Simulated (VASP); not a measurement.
# Ir in VASP: relaxation of the atoms with PBE

Aim: the relaxation of the atoms of Ir with PBE.

Everything below comes from runs of VASP 6.6.1. Logs are shortened: lines on timing, memory, paths and dates and some standing lists are left out, and cuts for length are marked.

## (1) Starting point

The cell holds a slab with vacuum, 4 atoms: a = 2.719 Å, b = 2.719 Å, c = 28.006 Å, α = 90.00°, β = 90.00°, γ = 120.00°.

The cell was built by a generator and needn't be a form met in nature.

## (2) Relaxation of the atoms, PBE

INCAR reads:

```
PREC     = Accurate       # precision mode
ENCUT    = 520            # plane-wave cutoff, eV
EDIFF    = 1E-6           # SCF threshold, eV
ISMEAR   = 1              # smearing method
SIGMA    = 0.1            # smearing width, eV
LREAL    = F              # projectors in reciprocal space
LASPH    = T              # aspherical terms in the spheres
NELM     = 120            # most SCF steps
ALGO     = Normal         # electronic algorithm
ISIF     = 2              # what is computed and relaxed
LWAVE    = F              # write WAVECAR
LCHARG   = F              # write CHGCAR
LDIPOL   = T            
IDIPOL   = 3            
DIPOL    = 0.5 0.5 0.500
GGA      = PE             # functional
IBRION   = 2              # ionic algorithm
NSW      = 90             # ionic steps
EDIFFG   = -0.02          # ionic threshold
KPAR     = 2
```

KPOINTS reads:

```
regular mesh
0
Gamma
  14 14 1
```

POSCAR reads:

```
Ir
1.0
    2.7193470000      0.0000000000      0.0000000000
   -1.3596735000      2.3550235400      0.0000000000
    0.0000000000      0.0000000000     28.0064212900
Ir
4
Direct
    0.6666670000      0.3333330000      0.3792799700
    0.3333340000      0.6666660000      0.4597611900
    0.0000000000      1.0000000000      0.5402388100
    0.6666670000      0.3333330000      0.6207200300
```

Potentials or basis: VASP PAW PBE potentials, release 64 (Ir).

Launch:

```sh
cat potpaw_PBE.64/Ir/POTCAR > POTCAR
mpirun -np 2 vasp_std > vasp.out
```

OUTCAR:

```text
PREC = Accurate
   ENCUT = 520
   EDIFF = 1E-6
   ISMEAR = 1
   LREAL = F
   LASPH = T
   NELM = 120
   ISIF = 2
   GGA = PE
   IBRION = 2
   NSW = 90
   EDIFFG = -0.02

 ion  position               nearest neighbor table
   1  0.667  0.333  0.379-   2 2.75   2 2.75   2 2.75
   2  0.333  0.667  0.460-   3 2.75   3 2.75   3 2.75   1 2.75   1 2.75   1 2.75
   3  0.000  0.000  0.540-   2 2.75   2 2.75   2 2.75   4 2.75   4 2.75   4 2.75
   4  0.667  0.333  0.621-   3 2.75   3 2.75   3 2.75

  LATTYP: Found a hexagonal cell.
 ALAT       =     2.7193470000
 C/A-ratio  =    10.2989509209

  Lattice vectors:

 A1 = (   2.7193470000,   0.0000000000,   0.0000000000)
 A2 = (  -1.3596735000,   2.3550235400,   0.0000000000)
 A3 = (   0.0000000000,   0.0000000000,  28.0064212900)

Analysis of symmetry for initial positions (statically):
=====================================================================
 Subroutine PRICEL returns:
 Original cell was already a primitive cell.

 Routine SETGRP: Setting up the symmetry group for a
 hexagonal supercell.

 Subroutine GETGRP returns: Found 12 space group operations
 (whereof  6 operations were pure point group operations)
 out of a pool of 24 trial point group operations.

The static configuration has the point symmetry C_3v.
 The point group associated with its full space group is D_3d.

Analysis of symmetry for dynamics (positions and initial velocities):
=====================================================================
 Subroutine PRICEL returns:
 Original cell was already a primitive cell.

 Routine SETGRP: Setting up the symmetry group for a
 hexagonal supercell.

 Subroutine GETGRP returns: Found 12 space group operations
 (whereof  6 operations were pure point group operations)
 out of a pool of 24 trial point group operations.

The dynamic configuration has the point symmetry C_3v.
 The point group associated with its full space group is D_3d.

 Subroutine INISYM returns: Found 12 space group operations
 (whereof  6 operations are pure point group operations),
 and found     1 'primitive' translations

----------------------------------------------------------------------------------------

                                     Primitive cell

  volume of cell :     179.3567

  direct lattice vectors                    reciprocal lattice vectors
     2.719347000  0.000000000  0.000000000     0.367735342  0.212312103  0.000000000
    -1.359673500  2.355023540  0.000000000     0.000000000  0.424624206  0.000000000
     0.000000000  0.000000000 28.006421290     0.000000000  0.000000000  0.035706097

  length of vectors
     2.719347000  2.719346962 28.006421290     0.424624200  0.424624206  0.035706097

  position of ions in fractional coordinates (direct lattice)
     0.666667000  0.333333000  0.379279970
     0.333334000  0.666666000  0.459761190
     0.000000000  0.000000000  0.540238810
     0.666667000  0.333333000  0.620720030

  ion indices of the primitive-cell ions
   primitive index   ion index
                 1           1
                 2           2
                 3           3
                 4           4

----------------------------------------------------------------------------------------

 KPOINTS: regular mesh

Automatic generation of k-mesh.
 Grid dimensions read from file:
 generate k-points for:   14   14    1

 Generating k-lattice:

  Cartesian coordinates                     Fractional coordinates (reciprocal lattice)
     0.026266810  0.015165150  0.000000000     0.071428571  0.000000000  0.000000000
     0.000000000  0.030330300  0.000000000     0.000000000  0.071428571  0.000000000
     0.000000000  0.000000000  0.035706097     0.000000000  0.000000000  1.000000000

  Length of vectors
     0.030330300  0.030330300  0.035706097

  Shift w.r.t. Gamma in fractional coordinates (k-lattice)
     0.000000000  0.000000000  0.000000000

 Subroutine IBZKPT returns following result:
 ===========================================

 Found     24 irreducible k-points:

 Following reciprocal coordinates:
            Coordinates               Weight
  0.000000  0.000000  0.000000      1.000000
  0.071429 -0.000000  0.000000      6.000000
  0.142857 -0.000000  0.000000      6.000000
  0.214286  0.000000  0.000000      6.000000
  0.285714 -0.000000  0.000000      6.000000
  0.357143  0.000000  0.000000      6.000000
[... 16 lines left out ...]
  0.285714  0.285714  0.000000      6.000000
  0.357143  0.285714  0.000000      6.000000
   k-points           NKPTS =     24   k-points in BZ     NKDIM =     24   number of bands    NBANDS=     22
   number of dos      NEDOS =    301   number of ions     NIONS =      4
   total plane-waves  NPLWV =  84000
   dimension x,y,z NGX =    20 NGY =   20 NGZ =  210
   dimension x,y,z NGXF=    40 NGYF=   40 NGZF=  420
   ions per type =               4
   NGX,Y,Z   is equivalent  to a cutoff of  12.23, 12.23, 12.47 a.u.
   NGXF,Y,Z  is equivalent  to a cutoff of  24.45, 24.45, 24.93 a.u.
 SYSTEM =  unknown system
   PREC   = accura    normal or accurate (medium, high low for compatibility)
   ISTART =      0    job   : 0-new  1-cont  2-samecut
   ICHARG =      2    charge: 1-file 2-atom 10-const
   ISPIN  =      1    spin polarized calculation?
   LNONCOLLINEAR =      F non collinear calculations
   LSORBIT =      F    spin-orbit coupling
   LASPH  =      T    aspherical Exc in radial PAW
   ENCUT  =  520.0 eV  38.22 Ry    6.18 a.u.   5.06  5.06 52.07*2*pi/ulx,y,z
   NELM   =    120;   NELMIN=  2; NELMDL= -5     # of ELM steps
   EDIFF  = 0.1E-05   stopping-criterion for ELM
   LREAL  =      F    real-space projection
   EDIFFG = -.2E-01   stopping-criterion for IOM
   NSW    =     90    number of steps for IOM
   IBRION =      2    ionic relax: 0-MD 1-quasi-New 2-CG
   NFREE  =      1    steps in history (QN), initial steepest desc. (CG)
   ISIF   =      2    stress and relaxation
   ISYM   =      2    0-nonsym 1-usesym 2-fastsym
   POTIM  = 0.5000    time-step for ionic-motion
   TEBEG  =    0.0;   TEEND  =   0.0 temperature during run
   PSTRESS=    0.0 pullay stress
   NELECT =      36.0000    total number of electrons
   NUPDOWN=      -1.0000    fix difference up-down
   EMIN   =  10.00;   EMAX   =-10.00  energy-range for DOS
   EFERMI =   0.00;   METHOD = LEGACY
   ISMEAR =     1;   SIGMA  =   0.10  broadening in eV -4-tet -1-fermi 0-gaus
   EFERMI_NEDOS =   21; number of points for ismear=-14 and -15
   IALGO  =     38    algorithm
   IMIX   =      4    mixing-type and parameters
     AMIX     =   0.40;   BMIX     =  1.00
     AMIX_MAG =   1.60;   BMIX_MAG =  1.00
  volume/ion in A,a.u.               =      44.84       302.59
  Fermi-wavevector in a.u.,A,eV,Ry     =   0.958524  1.811348 12.500611  0.918769
  Thomas-Fermi vector in A             =   2.087639
   LORBIT       =      0    0 simple, 1 ext, 2 COOP (PROOUT), +10 PAW based schemes
   GGA     = PE    functional components
   LHFCALC =     F    Hartree Fock is set to
   AEXX    =    0.0000 exact exchange contribution
   IVDW    =     0    specifies the selected vdW correction
   LEPSILON=     F    determine dielectric tensor
   LRPA    =     F    only Hartree local field effects (RPA)
 conjugate gradient relaxation of ions
 non-spin polarized calculation
 Methfessel and Paxton  Order N= 1 SIGMA  =   0.10
  energy-cutoff  :      520.00
  volume of cell :      179.36
 maximum number of plane-waves:      4871
   NGX = 11   NGY = 11   NGZ =105

--------------------------------------- Ionic step        1  -------------------------------------------

 number of electron      36.0000001 magnetization

 Free energy of the ion-electron system (eV)
  ---------------------------------------------------
  ext. energy  EPLUGINS =         0.00000000
  ---------------------------------------------------
  free energy    TOTEN  =       -33.58162236 eV

  energy without entropy =      -33.58238414  energy(sigma->0) =      -33.58187629

------------------------ aborting loop because EDIFF is reached ----------------------------------------

  FORCE on cell =-STRESS in cart. coord.  units (eV):
  Direction    XX          YY          ZZ          XY          YZ          ZX
  --------------------------------------------------------------------------------------
  -------------------------------------------------------------------------------------
  Total       -3.0636178     -3.0636177     -3.2881081      0.0000000      0.0000000     -0.0000000
  in kB      -27.3670301    -27.3670291    -29.3723819      0.0000000      0.0000000     -0.0000000
  external PRESSURE =     -28.0354804 kB  Pullay stress =       0.0000000 kB
[... 213 lines left out ...]
  energy  without entropy=      -33.6163462666  energy(sigma->0) =      -33.61544067

--------------------------------------- Ionic step        7  -------------------------------------------

 number of electron      36.0000000 magnetization

 dipolmoment           0.000000      0.000000     -0.000000 electrons x Angstroem

 Free energy of the ion-electron system (eV)
  ---------------------------------------------------
  ext. energy  EPLUGINS =         0.00000000
  ---------------------------------------------------
  free energy    TOTEN  =       -33.61502432 eV

  energy without entropy =      -33.61648371  energy(sigma->0) =      -33.61551078

 E-fermi :  -0.5554     XC(G=0):  -5.1329

 val. band max:       -0.6221029960   @ k =   0.1429  -0.0000   0.0000
 cond. band min:      -0.5478056783   @ k =   0.2143   0.0714   0.0000
 fundamental gap:      0.0742973177
 Fermi energy:        -0.5554458532

 k-point     1 :       0.0000    0.0000    0.0000
  band No.  band energies     occupation
      1     -10.9801      2.00000
      2      -9.5181      2.00000
      3      -8.2881      2.00000
      4      -8.2606      2.00000
      5      -4.5067      2.00000
      6      -4.3531      2.00000
[... 589 lines left out ...]
     21       4.7940      0.00000
     22       4.8730      0.00000

------------------------ aborting loop because EDIFF is reached ----------------------------------------

 vacuum level on the upper side and lower side of the slab       (xc-potential included)        -0.009        -0.009

  FORCE on cell =-STRESS in cart. coord.  units (eV):
  Direction    XX          YY          ZZ          XY          YZ          ZX
  --------------------------------------------------------------------------------------
  -------------------------------------------------------------------------------------
  Total       -1.9723101     -1.9723100     -0.0416471      0.0000000      0.0000000      0.0000000
  in kB      -17.6184739    -17.6184732     -0.3720296      0.0000000      0.0000000      0.0000000
  external PRESSURE =     -11.8696589 kB  Pullay stress =       0.0000000 kB

 VOLUME and BASIS-vectors are now :
 -----------------------------------------------------------------------------
  energy-cutoff  :      520.00
  volume of cell :      179.36
      direct lattice vectors                 reciprocal lattice vectors
     2.719347000  0.000000000  0.000000000     0.367735342  0.212312103  0.000000000
    -1.359673500  2.355023540  0.000000000     0.000000000  0.424624206  0.000000000
     0.000000000  0.000000000 28.006421290     0.000000000  0.000000000  0.035706097
[... 10 lines left out ...]
  FREE ENERGIE OF THE ION-ELECTRON SYSTEM (eV)
  ---------------------------------------------------
  free  energy   TOTEN  =       -33.6150243247 eV

  energy  without entropy=      -33.6164837053  energy(sigma->0) =      -33.61551078

 reached required accuracy - stopping structural energy minimisation

 vacuum level on the upper side and lower side of the slab         4.981         4.981
```

Run time: 4.3 min. Hardware: 2 MPI ranks of Intel Xeon Platinum 8488C (Sapphire Rapids), shared host; peak memory 0.31 GiB.

Results:

```
Free energy                  : -33.6150 eV
Energy gained by relaxing    : 8.4 meV/atom
Ionic steps                  : 7
Largest force after relaxing : 0.015 eV/Å
Band gap on the k mesh       : none (metal or under the smearing width)
```

Forces in eV/Å, atoms in the order of the input:
```
Ir   0.000  0.000 -0.004
Ir   0.000  0.000  0.015
Ir   0.000  0.000 -0.015
Ir   0.000  0.000  0.004
```

The path:
```csv
step,energy change (eV),largest force (eV/Å),pressure (GPa)
1,0.0000,0.4973,-2.80
2,-0.0187,0.2813,-2.25
3,-0.0256,0.3217,-1.65
4,-0.0331,0.0478,-1.30
5,-0.0334,0.0250,-1.22
6,-0.0334,0.0265,-1.21
7,-0.0334,0.0155,-1.19
```

Final structure:
```xyz
4
Lattice="2.7193 0.0000 0.0000 -1.3597 2.3550 0.0000 0.0000 0.0000 28.0064" Properties=species:S:1:pos:R:3 pbc="T T T"
Ir    1.3597    0.7850   10.6884
Ir    0.0000    1.5700   12.8927
Ir    0.0000    0.0000   15.1137
Ir    1.3597    0.7850   17.3181
```

Levels at points of the mesh, in eV from the Fermi level:
```tsv
k point	band 14	band 15	band 16	band 17	band 18	band 19	band 20	band 21
(0.00, 0.00, 0.00)	-2.88	-2.88	-1.14	-1.14	-0.81	-0.81	-0.65	0.13
(0.50, 0.00, 0.00)	-0.40	0.14	0.66	0.97	1.19	1.20	1.62	1.66
```

The run has no spin-orbit coupling, so splittings on Ir are missing.
